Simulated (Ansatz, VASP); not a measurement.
**Cross-check of Na (monovacancy in Na) between VASP and Ansatz**

Wanted: the spread between two codes on one cell, functional and k mesh. The Ansatz run is a path of several images between two structures; VASP solves one of them, and the two are compared there.

Main program and level: Ansatz 0.2.0; plane waves, with VASP 6.6.1 beside it; PBE.

## 1. The structure

The cell holds 53 atoms: 53 Na. Cell: a = 12.575 Å, b = 12.575 Å, c = 12.575 Å, α = 90.0°, β = 90.0°, γ = 90.0°. It derives from Na (Na (Im-3m)). Nearest the centre at fractional (0.500, 0.500, 0.500): Na32 at 3.40 Å, Na28 at 3.40 Å, Na27 at 3.40 Å, Na52 at 3.40 Å, Na50 at 3.40 Å, Na46 at 3.40 Å, Na44 at 3.40 Å, Na34 at 3.40 Å.

## 2. Ansatz: path of images, PBE

Ansatz runs on its default PAW (the set named soft_2) files.

With cell and atoms fixed, the geometry can't cause a difference; cores, projectors, grids and the points listed under the comparison can.

Contents of input.yaml:

```yaml
crystal:
  lattice:
    - [12.57491996, 0.0, 0.0]
    - [0.0, 12.57491996, 0.0]
    - [0.0, 0.0, 12.57491996]
  atoms:
    - { symbol: Na, position: [0.0, 0.0, 0.0] }
    - { symbol: Na, position: [0.169252943, 0.169252943, 0.169252943] }
    - { symbol: Na, position: [0.0, 0.0, 0.334159988] }
    - { symbol: Na, position: [0.169011541, 0.169011541, 0.5] }
    - { symbol: Na, position: [0.0, 0.0, 0.665840012] }
    - { symbol: Na, position: [0.169252943, 0.169252943, 0.830747057] }
    - { symbol: Na, position: [0.0, 0.334159988, 0.0] }
    - { symbol: Na, position: [0.169011541, 0.5, 0.169011541] }
    - { symbol: Na, position: [0.0, 0.331302326, 0.331302326] }
    - { symbol: Na, position: [0.156381848, 0.5, 0.5] }
    - { symbol: Na, position: [0.0, 0.331302326, 0.668697674] }
    - { symbol: Na, position: [0.169011541, 0.5, 0.830988459] }
    - { symbol: Na, position: [0.0, 0.665840012, 0.0] }
    - { symbol: Na, position: [0.169252943, 0.830747057, 0.169252943] }
    - { symbol: Na, position: [0.0, 0.668697674, 0.331302326] }
    - { symbol: Na, position: [0.169011541, 0.830988459, 0.5] }
    - { symbol: Na, position: [0.0, 0.668697674, 0.668697674] }
    - { symbol: Na, position: [0.169252943, 0.830747057, 0.830747057] }
    - { symbol: Na, position: [0.334159988, 0.0, 0.0] }
    - { symbol: Na, position: [0.5, 0.169011541, 0.169011541] }
    - { symbol: Na, position: [0.331302326, 0.0, 0.331302326] }
    - { symbol: Na, position: [0.5, 0.156381848, 0.5] }
    - { symbol: Na, position: [0.331302326, 0.0, 0.668697674] }
    - { symbol: Na, position: [0.5, 0.169011541, 0.830988459] }
    - { symbol: Na, position: [0.331302326, 0.331302326, 0.0] }
    - { symbol: Na, position: [0.5, 0.5, 0.156381848] }
    - { symbol: Na, position: [0.344117177, 0.344117177, 0.344117177] }
    - { symbol: Na, position: [0.344117177, 0.344117177, 0.655882823] }
    - { symbol: Na, position: [0.5, 0.5, 0.843618152] }
    - { symbol: Na, position: [0.331302326, 0.668697674, 0.0] }
    - { symbol: Na, position: [0.5, 0.830988459, 0.169011541] }
    - { symbol: Na, position: [0.344117177, 0.655882823, 0.344117177] }
    - { symbol: Na, position: [0.5, 0.843618152, 0.5] }
    - { symbol: Na, position: [0.344117177, 0.655882823, 0.655882823] }
    - { symbol: Na, position: [0.5, 0.830988459, 0.830988459] }
    - { symbol: Na, position: [0.665840012, 0.0, 0.0] }
    - { symbol: Na, position: [0.830747057, 0.169252943, 0.169252943] }
    - { symbol: Na, position: [0.668697674, 0.0, 0.331302326] }
    - { symbol: Na, position: [0.830988459, 0.169011541, 0.5] }
    - { symbol: Na, position: [0.668697674, 0.0, 0.668697674] }
    - { symbol: Na, position: [0.830747057, 0.169252943, 0.830747057] }
    - { symbol: Na, position: [0.668697674, 0.331302326, 0.0] }
    - { symbol: Na, position: [0.830988459, 0.5, 0.169011541] }
    - { symbol: Na, position: [0.655882823, 0.344117177, 0.344117177] }
    - { symbol: Na, position: [0.843618152, 0.5, 0.5] }
    - { symbol: Na, position: [0.655882823, 0.344117177, 0.655882823] }
    - { symbol: Na, position: [0.830988459, 0.5, 0.830988459] }
    - { symbol: Na, position: [0.668697674, 0.668697674, 0.0] }
    - { symbol: Na, position: [0.830747057, 0.830747057, 0.169252943] }
    - { symbol: Na, position: [0.655882823, 0.655882823, 0.344117177] }
    - { symbol: Na, position: [0.830988459, 0.830988459, 0.5] }
    - { symbol: Na, position: [0.655882823, 0.655882823, 0.655882823] }
    - { symbol: Na, position: [0.830747057, 0.830747057, 0.830747057] }
basis:
  ecutwfc: 520
  xc_grid: 2
hamiltonian:
  xc: pbe
kpoints:
  mp_grid: { grid: [2, 2, 2] }
scf:
  occupations: { method: methfessel_paxton, width: 0.1 }
  max_iter: 120
output:
  forces: true
neb:
  images: 3
  f_tol: 0.04
  climbing: true
  initial_path: idpp
  max_iterations: 40
  order_check: false
  final_atoms:
    - { symbol: Na, position: [0.002584859, 0.002584859, 0.002584859] }
    - { symbol: Na, position: [0.177453353, 0.177453353, 0.177453353] }
    - { symbol: Na, position: [0.002349, 0.002349, 0.333333333] }
    - { symbol: Na, position: [0.177453353, 0.177453353, 0.489213313] }
    - { symbol: Na, position: [0.002584859, 0.002584859, 0.664081807] }
    - { symbol: Na, position: [0.164640716, 0.164640716, 0.833333333] }
    - { symbol: Na, position: [0.002349, 0.333333333, 0.002349] }
    - { symbol: Na, position: [0.177453353, 0.489213313, 0.177453353] }
    - { symbol: Na, position: [-0.010282107, 0.333333333, 0.333333333] }
    - { symbol: Na, position: [0.177453353, 0.489213313, 0.489213313] }
    - { symbol: Na, position: [0.002349, 0.333333333, 0.664317666] }
    - { symbol: Na, position: [0.164640716, 0.50202595, 0.833333333] }
    - { symbol: Na, position: [0.002584859, 0.664081807, 0.002584859] }
    - { symbol: Na, position: [0.164640716, 0.833333333, 0.164640716] }
    - { symbol: Na, position: [0.002349, 0.664317666, 0.333333333] }
    - { symbol: Na, position: [0.164640716, 0.833333333, 0.50202595] }
    - { symbol: Na, position: [0.002584859, 0.664081807, 0.664081807] }
    - { symbol: Na, position: [0.167496345, 0.833333333, 0.833333333] }
    - { symbol: Na, position: [0.333333333, 0.002349, 0.002349] }
    - { symbol: Na, position: [0.489213313, 0.177453353, 0.177453353] }
    - { symbol: Na, position: [0.333333333, -0.010282107, 0.333333333] }
    - { symbol: Na, position: [0.489213313, 0.177453353, 0.489213313] }
    - { symbol: Na, position: [0.333333333, 0.002349, 0.664317666] }
    - { symbol: Na, position: [0.50202595, 0.164640716, 0.833333333] }
    - { symbol: Na, position: [0.333333333, 0.333333333, -0.010282107] }
    - { symbol: Na, position: [0.489213313, 0.489213313, 0.177453353] }
    - { symbol: Na, position: [0.489213313, 0.489213313, 0.489213313] }
    - { symbol: Na, position: [0.333333333, 0.333333333, 0.676948774] }
    - { symbol: Na, position: [0.50202595, 0.50202595, 0.833333333] }
    - { symbol: Na, position: [0.333333333, 0.664317666, 0.002349] }
    - { symbol: Na, position: [0.50202595, 0.833333333, 0.164640716] }
    - { symbol: Na, position: [0.333333333, 0.676948774, 0.333333333] }
    - { symbol: Na, position: [0.50202595, 0.833333333, 0.50202595] }
    - { symbol: Na, position: [0.333333333, 0.664317666, 0.664317666] }
    - { symbol: Na, position: [0.499170321, 0.833333333, 0.833333333] }
    - { symbol: Na, position: [0.664081807, 0.002584859, 0.002584859] }
    - { symbol: Na, position: [0.833333333, 0.164640716, 0.164640716] }
    - { symbol: Na, position: [0.664317666, 0.002349, 0.333333333] }
    - { symbol: Na, position: [0.833333333, 0.164640716, 0.50202595] }
    - { symbol: Na, position: [0.664081807, 0.002584859, 0.664081807] }
    - { symbol: Na, position: [0.833333333, 0.167496345, 0.833333333] }
    - { symbol: Na, position: [0.664317666, 0.333333333, 0.002349] }
    - { symbol: Na, position: [0.833333333, 0.50202595, 0.164640716] }
    - { symbol: Na, position: [0.676948774, 0.333333333, 0.333333333] }
    - { symbol: Na, position: [0.833333333, 0.50202595, 0.50202595] }
    - { symbol: Na, position: [0.664317666, 0.333333333, 0.664317666] }
    - { symbol: Na, position: [0.833333333, 0.499170321, 0.833333333] }
    - { symbol: Na, position: [0.664081807, 0.664081807, 0.002584859] }
    - { symbol: Na, position: [0.833333333, 0.833333333, 0.167496345] }
    - { symbol: Na, position: [0.664317666, 0.664317666, 0.333333333] }
    - { symbol: Na, position: [0.833333333, 0.833333333, 0.499170321] }
    - { symbol: Na, position: [0.664081807, 0.664081807, 0.664081807] }
    - { symbol: Na, position: [0.833333333, 0.833333333, 0.833333333] }
```

Launch:

```
ansatz run input.yaml --threads 4 --pin off --max-ram 14131MiB --backend cpu --events-out ev --progress --plain --runs-dir out
```

Numbers of over 12 decimals in the logs are rounded to 6 here.

The log of the run:

```text
Warning: neb: disabling space-group detection — the band's intermediate images generally break the endpoint symmetry, so no spatial operation reduces the k-mesh or symmetrises the density, except that a semilocal band can use its path's symmetry ahead of convergence; time reversal is kept, so that k and −k are solved as one point where they differ and the mesh holds both, and exact exchange and, on two spinor compone [...]
Engine: ansatz 0.2.0, aarch64-unknown-linux-gnu
Pseudopotentials: kind: paw
Pseudopotential: Na, paw, valence charge 9, recommended cutoff 420 eV (normal), Na.paw.azcp
Functional definition: PBE
  parameter kappa = 0.804
  parameter beta = 0.066725
  exchange = pbe_x(kappa = kappa, mu = beta*pi^2/3)
  correlation = pbe_c(beta = beta)
NEB image 0
Crystal: 53 atoms, lattice volume = 1988.455 Å³
Basis set: ecut = 520 eV, 53643 PW (Γ), exchange–correlation on 192×192×192 points (8 copies of the dense FFT grid, shifted against one another)
Bands: 292, of which v1, the nominal top of the filled ones, is band 239 counted from 1 (238 counted from 0)
Symmetry: 1 space group operations
k-points: 8
Non-local potential: Na, projectors of the file, l = 0: 3, l = 1: 2, l = 2: 1
PAW form: soft (Blöchl's): semilocal exchange-correlation on the pseudo side does not see the compensation charge
PAW one-centre angular grid: Na, 110 points (default); XC on 64 Gauss nodes
Initial density: superposition of atomic densities (neutral atoms: chi_scale 0, normalization atom), corrected by the library's trained network
Initial wavefunctions: pseudopotential atomic-orbital guess
Functional: x = pbe(κ = 0.804, μ = 0.219515), c = pbe(β = 0.066725)
SCF iter   1: F=—  HF=-78779.543462 eV  |F-HF|=—  |Δ(HF+E_count)|=         —  Δρ=4.21e-4  dr2=1.46e-2  ethr=1.77e-3  ⟨swp⟩=7.2  Hψ=9584  notcnv=0  defer=4
preconditioner: auto → Resta (q_TF=auto, 2.151 Å⁻¹)  ε∞=4.8  [insulator: Δε(μ)=0.120 eV  Ē_g=3.115 eV  σ=0.100 eV  W_gap=0.68  n_scr=340 (ndim 8)  ℏωp=6.1 eV  f_vac=0.002  D(μ)=65.06/eV (n_scr^D=460)  ε∞_Penn≈4.8]
SCF iter   2: F=—  HF=-78779.538155 eV  |F-HF|=—  |Δ(HF+E_count)|=   5.31e-3  S|Δr|=    0.00e0  Δρ=2.10e-4  dr2=3.48e-3  ethr=3.05e-6  ⟨swp⟩=2.0  Hψ=4592  notcnv=0  defer=4
SCF iter   3: F=—  HF=-78779.539327 eV  |F-HF|=—  |Δ(HF+E_count)|=   1.17e-3  S|Δr|=    0.00e0  Δρ=1.06e-4  dr2=2.75e-3  ethr=7.30e-7  ⟨swp⟩=2.0  Hψ=2293  notcnv=0  defer=4
SCF iter   4: F=—  HF=-78779.539234 eV  |F-HF|=—  |Δ(HF+E_count)|=   9.31e-5  S|Δr|=    0.00e0  Δρ=4.29e-5  dr2=7.53e-5  ethr=5.78e-7  ⟨swp⟩=2.0  Hψ=2208  notcnv=0  defer=4
SCF iter   5: F=—  HF=-78779.538128 eV  |F-HF|=—  |Δ(HF+E_count)|=   1.11e-3  S|Δr|=    0.00e0  Δρ=1.29e-5  dr2=5.65e-6  ethr=1.58e-8  ⟨swp⟩=2.0  Hψ=2288  notcnv=0  defer=4
SCF iter   6: F=—  HF=-78779.538129 eV  |F-HF|=—  |Δ(HF+E_count)|=   5.64e-7  S|Δr|=    0.00e0  Δρ=4.54e-6  dr2=4.05e-7  ethr=1.19e-9  ⟨swp⟩=2.0  Hψ=3999  notcnv=0  defer=4
SCF iter   7: F=-78779.538129 eV  HF=-78779.538129 eV  |F-HF|=1.33e-8  |Δ(HF+E_count)|=   2.25e-8  S|Δr|=    0.00e0  Δρ=1.28e-6  dr2=6.71e-8  ethr=2.10e-11  ⟨swp⟩=4.4  Hψ=6478  notcnv=0
SCF 1 converged in 7 iterations: F = -78779.538129 eV  dr2 = 6.71e-8
  greatest PAW one-centre occupation: 0.999 electrons in one spin orbital (limit 2), on the Na atom at site 31 (counted from 0), in its partial waves of l = 0
NSCF: frozen V_eff on 8 k-points
NEB image 4
SCF iter   1: F=—  HF=-78779.539037 eV  |F-HF|=—  |Δ(HF+E_count)|=         —  Δρ=4.57e-4  dr2=2.47e-2  ethr=1.77e-3  ⟨swp⟩=15.1  Hψ=11288  notcnv=0  defer=139
preconditioner: auto → Resta (q_TF=auto, 2.151 Å⁻¹)  ε∞=4.8  [insulator: Δε(μ)=0.120 eV  Ē_g=3.125 eV  σ=0.100 eV  W_gap=0.68  n_scr=340 (ndim 8)  ℏωp=6.1 eV  f_vac=0.002  D(μ)=65.05/eV (n_scr^D=460)  ε∞_Penn≈4.8]
SCF iter   2: F=—  HF=-78779.537972 eV  |F-HF|=—  |Δ(HF+E_count)|=   1.07e-3  S|Δr|=    0.00e0  Δρ=2.13e-4  dr2=4.21e-3  ethr=5.18e-6  ⟨swp⟩=2.5  Hψ=4340  notcnv=0  defer=150
SCF iter   3: F=—  HF=-78779.539014 eV  |F-HF|=—  |Δ(HF+E_count)|=   1.04e-3  S|Δr|=    0.00e0  Δρ=1.23e-4  dr2=1.70e-3  ethr=8.83e-7  ⟨swp⟩=2.0  Hψ=2216  notcnv=0  defer=150
SCF iter   4: F=—  HF=-78779.539173 eV  |F-HF|=—  |Δ(HF+E_count)|=   1.59e-4  S|Δr|=    0.00e0  Δρ=6.56e-5  dr2=2.62e-4  ethr=3.57e-7  ⟨swp⟩=2.0  Hψ=2210  notcnv=0  defer=150
SCF iter   5: F=—  HF=-78779.539214 eV  |F-HF|=—  |Δ(HF+E_count)|=   4.14e-5  S|Δr|=    0.00e0  Δρ=1.93e-5  dr2=1.61e-5  ethr=5.49e-8  ⟨swp⟩=2.0  Hψ=2282  notcnv=0  defer=150
[...]
k-point 7: bands = [... 235 lower, 1.0760, 1.0789, 1.0905, 1.0946, 1.0948, 1.1046, 1.1047, 1.1810, ... 49 higher]
this run last wrote the band of iteration 5 to <dir>; this run last wrote the band within `neb.f_tol` of iteration 3 to <dir>
--- NEB band (5 images, 5 band iterations, 114 SCF iterations) ---
  forward barrier  = 0.051639 eV
  backward barrier = 0.051640 eV
  lagrangian_above_aufbau_ev (what the smearing adds, to first order; not taken off the barriers): saddle image -0.043454 eV, end points -0.057885 and -0.057896 eV
  climbing image's point = of an order that was not read
  energies are F+E_penalty+E_count in eV, relative to image 0
  image     s (Å)  Δ vs image 0  max|band force component| (eV/Å)
      0    0.0000      0.000000                                 —
      1    0.9064      0.029204                          5.468e-3
  *   2    1.8127      0.051639                          6.599e-3
      3    2.7207      0.029294                          6.873e-3
      4    3.6288     -0.000000                                 —
  climbing-image geometry (image 2):
  cell:  # Å, volume = 1988.4546 Å³
    - [12.57491996, 0.0, 0.0]
    - [0.0, 12.57491996, 0.0]
    - [0.0, 0.0, 12.57491996]
  atoms:
    - { symbol: Na, position: [0.000495426, 0.000432743, 0.000409042] }
    - { symbol: Na, position: [0.175546, 0.175540, 0.175617] }
    - { symbol: Na, position: [0.00270497, 0.00268888, 0.336024] }
    - { symbol: Na, position: [0.182788, 0.182776, 0.487259] }
    - { symbol: Na, position: [0.00289662, 0.00286367, 0.662760] }
    - { symbol: Na, position: [0.163918, 0.163888, 0.835123] }
    - { symbol: Na, position: [0.00268693, 0.335953, 0.00269218] }
    - { symbol: Na, position: [0.182747, 0.487262, 0.182855] }
    - { symbol: Na, position: [-0.010114, 0.331139, 0.331228] }
    - { symbol: Na, position: [0.156407, 0.498311, 0.498347] }
    - { symbol: Na, position: [0.00212771, 0.329158, 0.667565] }
    - { symbol: Na, position: [0.165767, 0.504145, 0.831257] }
    - { symbol: Na, position: [0.00289167, 0.662674, 0.00285276] }
    - { symbol: Na, position: [0.163903, 0.835032, 0.163864] }
    - { symbol: Na, position: [0.00203726, 0.667570, 0.329224] }
    - { symbol: Na, position: [0.165751, 0.831162, 0.504165] }
    - { symbol: Na, position: [-0.00175564, 0.669466, 0.669508] }
    - { symbol: Na, position: [0.170729, 0.830420, 0.830471] }
    - { symbol: Na, position: [0.335981, 0.00268058, 0.00270284] }
    - { symbol: Na, position: [0.487213, 0.182722, 0.182839] }
    - { symbol: Na, position: [0.331138, -0.010119, 0.331234] }
    - { symbol: Na, position: [0.498314, 0.156411, 0.498351] }
    - { symbol: Na, position: [0.329168, 0.00208716, 0.667557] }
    - { symbol: Na, position: [0.504155, 0.165777, 0.831258] }
[...]
- { symbol: Na, position: [0.650535, 0.346126, 0.650576] }
    - { symbol: Na, position: [0.830618, 0.497311, 0.830656] }
    - { symbol: Na, position: [0.669417, 0.669435, -0.00167915] }
    - { symbol: Na, position: [0.830462, 0.830483, 0.170588] }
    - { symbol: Na, position: [0.650535, 0.650492, 0.346047] }
    - { symbol: Na, position: [0.830647, 0.830647, 0.497401] }
    - { symbol: Na, position: [0.657773, 0.657742, 0.657795] }
    - { symbol: Na, position: [0.832832, 0.832879, 0.832973] }
```

[end of part 1 of 2]

[Lines on the potential files, build, host, timing and source positions are cut from VASP's logs without a mark.]

[Logs are printed without paths, hosts, clocks, repeated set-up lines and the standing remarks that a program may print on its own settings, such as how far it seeks lower states.]

[Hosts, paths, dates, database ids (printed as entryN), source tags and the programs' standing remarks are cut or masked in the printed files.]
